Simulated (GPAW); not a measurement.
# AlN (P6_3mc) in GPAW: notebook

Aim: see how the results for AlN move with the level of theory and the settings. Levels: RPBE, PBE. Tasks: band structure, G0W0 quasiparticle levels.

Program: GPAW 26.7.0. These are calculated values, not measurements. Logs are shortened: lines on timing, memory, paths and dates and some standing lists are left out, and cuts for length are marked. The log counts tension as positive stress, the text compression.

**Measured values to compare with.**

“Self-assembly of well-separated AlN nanowires directly on sputtered metallic TiN films”, 2019, arxiv:1910.07391 quotes, for a bulk crystal of AlN at 10 K: band gap 6.034 eV (an exciton energy, a little under the gap).

The runs below are set against these values where they give the same quantity.

## (1) The crystal as given

The structure is hexagonal, space group P6_3mc (No. 186). Conventional cell: a = 3.113 Å, b = 3.113 Å, c = 4.981 Å, α = 90.00°, β = 90.00°, γ = 120.00°. Around Al (site symmetry 3m) lie 4 N at 1.89 Å. N (site symmetry 3m) is surrounded by 4 Al at 1.89 Å.

## (2) Band structure, RPBE

run.py

```python
from ase import Atoms
from ase.dft.bandgap import bandgap
from ase.io import write
from ase.units import GPa
from gpaw import GPAW, PW

atoms = Atoms(['Al', 'Al', 'N', 'N'],
              cell=[[3.113, 0.0, 0.0],
                    [-1.5565, 2.695937082, 0.0],
                    [0.0, 0.0, 4.981]],
              scaled_positions=[[0.6666666667, 0.3333333333, 0.5],
                                [0.3333333333, 0.6666666667, 0.0],
                                [0.6666666667, 0.3333333333, 0.88],
                                [0.3333333333, 0.6666666667, 0.38]],
              pbc=True)

calc = GPAW(mode=PW(800),
            xc='RPBE',
            kpts={'size': (7, 7, 4), 'gamma': True},
            occupations={'name': 'fermi-dirac', 'width': 0.05},
            nbands=18,
            convergence={'density': 1e-05, 'energy': 1e-05},
            maxiter=150,
            txt='gpaw.txt')
atoms.calc = calc
energy = atoms.get_potential_energy()
forces = atoms.get_forces()
stress = atoms.get_stress()
calc.write('gs.gpw')
write('result.traj', atoms)
print(f'Energy: {energy:.6f} eV')
print('Forces (eV/A):')
print(forces.round(4))
print('Stress (GPa):', (stress / GPa).round(3))
print('Fermi level:', round(calc.get_fermi_level(), 4), 'eV')
print(f'Gap: {bandgap(calc)[0]:.4f} eV, direct: {bandgap(calc, direct=True)[0]:.4f} eV')

path = atoms.cell.bandpath('GMKGALHA,LM,KH', npoints=100, eps=1e-4)
bs_calc = calc.fixed_density(kpts=path, symmetry='off', nbands=29,
                             convergence={'bands': 'CBM+6.0', 'eigenstates': 1e-6}, txt='bands.txt')
bs = bs_calc.band_structure()
bs.write('bs.json')
print(f'Gap on the path: {bandgap(bs_calc)[0]:.4f} eV')
```

Potentials or basis: the program's PAW data sets (release 1.2.1) made for this functional, pw.

Launch:

```sh
OMP_NUM_THREADS=1 python run.py
```

gpaw.txt:

```text
__  _  _
 | _ |_)|_||  |
 |__||  | ||/\| - 26.7.0

Input parameters:
  mode=PW(ecut=800.0),
  convergence={'density': 1e-05, 'energy': 1e-05},
  kpts=MonkhorstPack(size=(7, 7, 4), gamma=True),
  maxiter=150,
  nbands=18,
  occupations=Occupations(name='fermi-dirac', width=0.05),
  xc=XC(name='RPBE')

Diagonalizing LCAO Hamiltonian
Converting LCAO to pw mode

           N

           Al
        N

        Al

Atoms  # Å, Bohr magnetons
|   | symbol |         x |        y |        z |    initial magnetic moments |
|---|--------|-----------|----------|----------|-----------------------------|
| 0 |     Al |  1.556500 | 0.898646 | 2.490500 | ( 0.0000,  0.0000,  0.0000) |
| 1 |     Al | -0.000000 | 1.797291 | 0.000000 | ( 0.0000,  0.0000,  0.0000) |
| 2 |      N |  1.556500 | 0.898646 | 4.383280 | ( 0.0000,  0.0000,  0.0000) |
| 3 |      N | -0.000000 | 1.797291 | 1.892780 | ( 0.0000,  0.0000,  0.0000) |

Unit cell  # Å
| periodic |         x |        y |        z |  lengths |     angles |
|----------|-----------|----------|----------|----------|------------|
|      yes |  3.113000 | 0.000000 | 0.000000 | 3.113000 |  90.000000 |
|      yes | -1.556500 | 2.695937 | 0.000000 | 3.113000 |  90.000000 |
|      yes |  0.000000 | 0.000000 | 4.981000 | 4.981000 | 120.000000 |

Number of symmetries: 6
Symmetry operations  # r_c * U_cc + t_c -> r_c
|   | kind |            matrix            |
|---|------|------------------------------|
| 0 |  σ   |  1, 1, 0,  0,-1, 0,  0, 0, 1 |
| 1 |  E   |  1, 0, 0,  0, 1, 0,  0, 0, 1 |
| 2 |  C3  |  0, 1, 0, -1,-1, 0,  0, 0, 1 |
| 3 |  σ   |  0,-1, 0, -1, 0, 0,  0, 0, 1 |
| 4 |  σ   | -1, 0, 0,  1, 1, 0,  0, 0, 1 |
| 5 |  C3  | -1,-1, 0,  1, 0, 0,  0, 0, 1 |

BZ-sampling:
  Number of BZ points: 196
  Number of IBZ points: 28

  Monkhorst-Pack size: [7, 7, 4]
  Monkhorst-Pack shift: [0.0, 0.0, 0.125]

K-points  # in reciprocal-cell coordinates
|     |                                coordinates |     weight |
|-----|--------------------------------------------|------------|
|   0 | (  0.00000000,   0.00000000,   0.00000000) | 0.00510204 |
|   1 | (  0.00000000,   0.00000000,   0.25000000) | 0.01020408 |
|   2 | (  0.00000000,   0.00000000,   0.50000000) | 0.00510204 |
|   3 | (  0.14285714,   0.00000000,  -0.25000000) | 0.03061224 |
|   4 | (  0.14285714,   0.00000000,   0.00000000) | 0.03061224 |
|   5 | (  0.14285714,   0.00000000,   0.25000000) | 0.03061224 |
|   6 | (  0.14285714,   0.00000000,   0.50000000) | 0.03061224 |
|   7 | (  0.28571429,  -0.14285714,   0.00000000) | 0.03061224 |
|   8 | (  0.28571429,  -0.14285714,   0.25000000) | 0.06122449 |
|   9 | (  0.28571429,  -0.14285714,   0.50000000) | 0.03061224 |
| ... |                                            |            |
|  27 | (  0.42857143,   0.42857143,   0.50000000) | 0.03061224 |

Plane wave coefficients: 2177
Cutoff: 800.0 eV

Spin-components: 1 (collinear spins)
Bands:           18
Projectors:      20
Spin-degeneracy: 2
Datatype:        complex128

Parallelization:
  kpt:    1
  domain: 1
  band:   1

Density:
  Valence electrons: 16.0
  Components: 1
  Grid points: [21 21 35]
  Charge: 0.0  # |e|

Potential:
  Grid points: [21 21 35]

species:
  Al:
    name:    Aluminium
    Z:       13.0
    valence: 3
    core:    10
    charge:  0.0  # [|e|]
    compensation charges:
      type: gauss
      rc: 0.34  # [Å]
      lmax: 2
    cutoffs:
      filter: 1.91  # [Å]
      core: 2.36  # [Å]
    projectors
    | kind |    occ | energy [eV] | rcut [Å] |
    |------|--------|-------------|----------|
    |   3s |  2.000 |      -7.732 |    1.085 |
    |   3p |  1.000 |      -2.717 |    1.085 |
    |    s |        |      19.479 |    1.085 |
    |    p |        |      24.495 |    1.085 |
    |    d |        |       0.000 |    1.085 |

    Using partial waves for Al as LCAO basis

  N:
    name:    Nitrogen
    Z:       7.0
    valence: 5
    core:    2
    charge:  0.0  # [|e|]
    compensation charges:
      type: gauss
      rc: 0.18  # [Å]
      lmax: 2
    cutoffs:
      filter: 1.11  # [Å]
      core: 0.96  # [Å]
    projectors
    | kind |    occ | energy [eV] | rcut [Å] |
    |------|--------|-------------|----------|
    |   2s |  2.000 |     -18.658 |    0.603 |
    |   2p |  3.000 |      -7.050 |    0.529 |
    |    s |        |       8.553 |    0.603 |
    |    p |        |      20.161 |    0.529 |
    |    d |        |       0.000 |    0.577 |

    Using partial waves for N as LCAO basis

Reference energy: -16180.553632  # eV

eigensolver:
  PPCG
  Converge bands: occupied
  niter=2

density mixing:
  MSR1-Mixer
  Pratt-step length: 0.05
  Maximum mixing coefficient: 0.75
  Old densities: 10
  SVD Regularization: 0.005
  Good broyden scale: 1.0
  Trust region scale: 1.0
  Backstep threshold: 4.0
  History deletion threshold: 6.0
  Fourier metric: weight=20.0, sigma=0.015

occupation numbers:
  Fermi-Dirac:
    width: 0.0500  # eV

poisson solver:
  ecut: 6400.0  # eV

xc functional:
  name: RPBE with 2 nearest neighbor stencil

convergence criteria:
[... 6 lines left out ...]
|iter     | |      energy | eigst |  dens |
|---------|-|-------------|-------|-------|
|iter:   1| |  -32.072468 | -0.23 |       |
|iter:   2| |  -31.041438 | -2.05 | -0.55 |
|iter:   3| |  -28.093508 | -0.75 | -0.60 |
|iter:   4| |  -28.139117 | -2.82 | -1.23 |
|iter:   5| |  -28.161094 | -3.30 | -1.52 |
|iter:   6| |  -28.161236 | -4.94 | -2.73 |
|iter:   7| |  -28.161269 | -6.15 | -3.12 |
|iter:   8| |  -28.161269c| -7.75c| -4.27 |
|iter:   9| |  -28.161269c| -7.53c| -4.51 |
|iter:  10| |  -28.161269c| -7.73c| -4.83 |
|iter:  11| |  -28.161269c| -9.15c| -5.83c|

Converged in 11 steps
Energy contributions relative to reference atoms: (reference = -16180.553632)

Energy contributions:
  Kinetic:          35.887018
  Coulomb:         -30.932818
  Zero:              0.158649
  External:          0.000000
  Xc:              -33.274117
  Entropy:          -0.000000
  Spinorbit:         0.000000
  ----------------------------
  Free energy:     -28.161269
  Extrapolated:    -28.161269

dipole moment: (0.000000, -0.000001, -6.835593)  # |e|*Ang

Fermi level: 7.209
Eigenvalues  # (at kpt = [0.000, 0.000, 0.000])
| band index |      eig [eV] | occ [0-2] |
|------------|---------------|-----------|
|          0 |        -8.954 |     2.000 |
|          1 |        -6.827 |     2.000 |
|          2 |         0.295 |     2.000 |
|          3 |         5.421 |     2.000 |
|          4 |         5.421 |     2.000 |
|          5 |         6.076 |     2.000 |
[... 8 lines left out ...]
|         14 |        19.509 |     0.000 |
|         15 |        19.510 |     0.000 |
|        ... |               |           |
|         17 |        21.154 |     0.000 |

Gap: 4.252 eV
Transition (v -> c):
  (s=0, k=0, n=7, [0.00, 0.00, 0.00]) -> (s=0, k=0, n=8, [0.00, 0.00, 0.00])
No difference between direct/indirect transitions

Forces  # eV/Ang
|        x |       y |        z |
|----------|---------|----------|
| -0.00000 | 0.00000 | -0.14136 |  # Al   0
| -0.00000 | 0.00000 | -0.14136 |  # Al   1
| -0.00000 | 0.00000 |  0.14211 |  # N    2
|  0.00000 | 0.00000 |  0.14130 |  # N    3

Stress tensor  # eV/Ang^3
|         x |         y |         z |
|-----------|-----------|-----------|
| -0.049172 | -0.000000 |  0.000000 |
| -0.000000 | -0.049172 |  0.000000 |
|  0.000000 |  0.000000 | -0.058198 |

# Writing to gs.gpw (mode='')
```

Run time: 46 s. Hardware: 1 thread of Intel Xeon Platinum 8559C (Emerald Rapids), shared host; peak memory 0.35 GiB.

Results:

```
Free energy             : -28.1613 eV
Pressure                : 8.4 GPa
Largest force           : 0.142 eV/Å
Band gap on the k mesh  : 4.25 eV, direct
Band gap along the path : 4.25 eV, direct
```

Forces on the atoms (eV/Å):
```
Al   0.000  0.000 -0.141
Al   0.000  0.000 -0.141
N    0.000  0.000  0.142
N    0.000  0.000  0.141
```

Stress tensor (GPa, compression positive):
```
7.88 0.00 0.00
0.00 7.88 0.00
0.00 0.00 9.32
```

Levels at the corners of the path, in eV from the valence-band top:
```csv
point,band 6,band 7,band 8,band 9,band 10,band 11
Γ,-0.18,-0.18,0.00,4.25,6.75,10.68
M,-2.06,-1.76,-0.66,5.86,5.90,8.28
K,-2.42,-2.37,-2.37,5.11,8.43,9.75
Γ,-0.18,-0.18,0.00,4.25,6.75,10.68
A,-0.52,-0.52,-0.52,6.52,6.52,10.44
L,-1.44,-1.35,-1.35,5.38,5.38,9.38
H,-3.82,-0.78,-0.78,7.49,7.49,7.92
A,-0.52,-0.52,-0.52,6.52,6.52,10.44
L,-1.44,-1.35,-1.35,5.38,5.38,9.38
M,-2.06,-1.76,-0.66,5.86,5.90,8.28
K,-2.42,-2.37,-2.37,5.11,8.43,9.75
H,-3.82,-0.78,-0.78,7.49,7.49,7.92
```

## (3) Band structure, PBE

run.py

```python
from ase.dft.bandgap import bandgap
from ase.io import read, write
from gpaw import GPAW

atoms = read('AlN.cif')

calc = GPAW(mode='lcao',
            h=0.16,
            basis='szp(dzp)',
            xc='PBE',
            kpts={'size': (7, 7, 4), 'gamma': True},
            occupations={'name': 'fermi-dirac', 'width': 0.05},
            convergence={'density': 1e-05, 'energy': 1e-05},
            maxiter=150,
            txt='gpaw.txt')
atoms.calc = calc
energy = atoms.get_potential_energy()
forces = atoms.get_forces()
calc.write('gs.gpw')
write('result.traj', atoms)
print(f'Energy: {energy:.6f} eV')
print('Forces (eV/A):')
print(forces.round(4))
print('Fermi level:', round(calc.get_fermi_level(), 4), 'eV')
print(f'Gap: {bandgap(calc)[0]:.4f} eV, direct: {bandgap(calc, direct=True)[0]:.4f} eV')

path = atoms.cell.bandpath('GMKGALHA,LM,KH', npoints=100, eps=1e-4)
bs_calc = calc.fixed_density(kpts=path, symmetry='off', txt='bands.txt')
bs = bs_calc.band_structure()
bs.write('bs.json')
print(f'Gap on the path: {bandgap(bs_calc)[0]:.4f} eV')
```

AlN.cif

```cif
data_AlN
_cell_length_a 3.11300000
_cell_length_b 3.11300000
_cell_length_c 4.98100000
_cell_angle_alpha 90.00000000
_cell_angle_beta 90.00000000
_cell_angle_gamma 120.00000000
_space_group_name_H-M_alt 'P1'
_space_group_name_Hall 'P 1'
_space_group_IT_number 1
loop_
_space_group_symop_operation_xyz
'x,y,z'
loop_
_atom_site_label
_atom_site_type_symbol
_atom_site_symmetry_multiplicity
_atom_site_Wyckoff_symbol
_atom_site_fract_x
_atom_site_fract_y
_atom_site_fract_z
_atom_site_occupancy
Al1 Al 1 a 0.6666666667 0.3333333333 0.5000000000 1
Al2 Al 1 a 0.3333333333 0.6666666667 0.0000000000 1
N1 N 1 a 0.6666666667 0.3333333333 0.8800000000 1
N2 N 1 a 0.3333333333 0.6666666667 0.3800000000 1
```

Potentials or basis: GPAW PAW data sets (gpaw-data 1.2.1), lcao:szp(dzp).

Launch:

```sh
OMP_NUM_THREADS=1 python run.py
```

gpaw.txt:

```text
__  _  _
 | _ |_)|_||  |
 |__||  | ||/\| - 26.7.0

Input parameters:
  mode=LCAO(),
  basis={'default': 'szp(dzp)'},
  convergence={'density': 1e-05, 'energy': 1e-05},
  h=0.16,
  kpts=MonkhorstPack(size=(7, 7, 4), gamma=True),
  maxiter=150,
  occupations=Occupations(name='fermi-dirac', width=0.05),
  xc=XC(name='PBE')

           N

           Al
        N

        Al

Atoms  # Å, Bohr magnetons
|   | symbol |         x |        y |        z |    initial magnetic moments |
|---|--------|-----------|----------|----------|-----------------------------|
| 0 |     Al |  1.556500 | 0.898646 | 2.490500 | ( 0.0000,  0.0000,  0.0000) |
| 1 |     Al | -0.000000 | 1.797291 | 0.000000 | ( 0.0000,  0.0000,  0.0000) |
| 2 |      N |  1.556500 | 0.898646 | 4.383280 | ( 0.0000,  0.0000,  0.0000) |
| 3 |      N | -0.000000 | 1.797291 | 1.892780 | ( 0.0000,  0.0000,  0.0000) |

Unit cell  # Å
| periodic |         x |        y |        z |  lengths |     angles |
|----------|-----------|----------|----------|----------|------------|
|      yes |  3.113000 | 0.000000 | 0.000000 | 3.113000 |  90.000000 |
|      yes | -1.556500 | 2.695937 | 0.000000 | 3.113000 |  90.000000 |
|      yes |  0.000000 | 0.000000 | 4.981000 | 4.981000 | 120.000000 |

Number of symmetries: 6
Symmetry operations  # r_c * U_cc + t_c -> r_c
|   | kind |            matrix            |
|---|------|------------------------------|
| 0 |  σ   |  1, 1, 0,  0,-1, 0,  0, 0, 1 |
| 1 |  E   |  1, 0, 0,  0, 1, 0,  0, 0, 1 |
| 2 |  C3  |  0, 1, 0, -1,-1, 0,  0, 0, 1 |
| 3 |  σ   |  0,-1, 0, -1, 0, 0,  0, 0, 1 |
[... 301 lines left out ...]
    width: 0.0500  # eV

FastPoissonSolver using
    Stencil: 8*3+1=25 point O(h^6) finite-difference Laplacian
    FFT axes: [np.int64(0), np.int64(1), np.int64(2)]
    FST axes: []

xc functional:
  name: PBE with 2 nearest neighbor stencil
interpolation: tri-quintic # 5. degree polynomial

convergence criteria:
[... 6 lines left out ...]
|iter     | |      energy | eigst |  dens |
|---------|-|-------------|-------|-------|
|iter:   1| |  -31.239866 |      c|       |
|iter:   2| |  -30.459119 |      c| -0.61 |
|iter:   3| |  -28.184271 |      c| -0.66 |
|iter:   4| |  -28.202785 |      c| -1.32 |
|iter:   5| |  -28.209913 |      c| -1.61 |
|iter:   6| |  -28.209906 |      c| -3.54 |
|iter:   7| |  -28.209906c|      c| -4.15 |
|iter:   8| |  -28.209906c|      c| -5.29c|

Converged in 8 steps
Energy contributions relative to reference atoms: (reference = -16170.289538)

Energy contributions:
  Kinetic:          35.168604
  Coulomb:         -29.872640
  Zero:              0.531214
  External:          0.000000
  Xc:              -34.037084
  Entropy:          -0.000000
  Spinorbit:         0.000000
  ----------------------------
  Free energy:     -28.209906
  Extrapolated:    -28.209906

dipole moment: (-0.000000, 0.000000, -6.814888)  # |e|*Ang

Fermi level: 7.201
Eigenvalues  # (at kpt = [0.000, 0.000, 0.000])
| band index |      eig [eV] | occ [0-2] |
|------------|---------------|-----------|
|          0 |        -9.045 |     2.000 |
|          1 |        -6.875 |     2.000 |
|          2 |         0.155 |     2.000 |
|          3 |         5.376 |     2.000 |
|          4 |         5.382 |     2.000 |
|          5 |         6.074 |     2.000 |
|          6 |         6.082 |     2.000 |
|          7 |         6.285 |     2.000 |
|          8 |        10.859 |     0.000 |
|          9 |        13.135 |     0.000 |
|         10 |        17.377 |     0.000 |
|         11 |        17.378 |     0.000 |
|         12 |        17.504 |     0.000 |
|         13 |        19.546 |     0.000 |

Gap: 4.574 eV
Transition (v -> c):
  (s=0, k=0, n=7, [0.00, 0.00, 0.00]) -> (s=0, k=0, n=8, [0.00, 0.00, 0.00])
No difference between direct/indirect transitions

Forces  # eV/Ang
|        x |        y |        z |
|----------|----------|----------|
|  0.00000 |  0.00000 | -0.13588 |  # Al   0
| -0.00000 | -0.00000 | -0.13588 |  # Al   1
| -0.00000 |  0.00000 |  0.17113 |  # N    2
|  0.00000 | -0.00000 |  0.17114 |  # N    3

# Writing to gs.gpw (mode='')
```

Run time: 2.9 min. Hardware: 1 thread of AMD EPYC 9R45 (Zen 5), shared host; peak memory 0.22 GiB.

The run converged, but some of its settings lie outside the range that counts as converged, so its numbers aren't taken as properties of the crystal.

What came out:

* Free energy: -28.2099 eV
* Band gap on the k mesh: 4.57 eV, direct
* Band gap along the path: 4.57 eV, direct

Caveat: the real-space grid adds noise to forces; the forces don't sum to zero, a sign of grid noise; the basis of atomic orbitals isn't converged, which shifts pressures, moduli and gaps.

[end of part 1 of 2]
